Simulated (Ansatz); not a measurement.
# Fluorite SrF2

Level of theory: PBE-D4 in Ansatz (PAW).

Run with plane-wave cutoff 500 eV, 10×10×10 k mesh, gaussian smearing 0.02 eV, scalar-relativistic PAW data made under PBE.

Cell: relaxed at this level.

```yaml
equilibrium_volume_per_atom: 16.49 Å³/atom
lattice_parameter_a: 5.827 Å
band_gap: 6.87 eV (on the SCF k mesh)
```

Measured, for comparison: band gap 11.1 eV (temperature not stated, not corrected to a static lattice; as tabulated in Aguado et al. (1999), arXiv:cond-mat/9901145).

Spin–orbit coupling is not included.

Static lattice: no zero-point or thermal effects.

The result took around 14 core-seconds (rough).

Ansatz is an electronic-structure program.
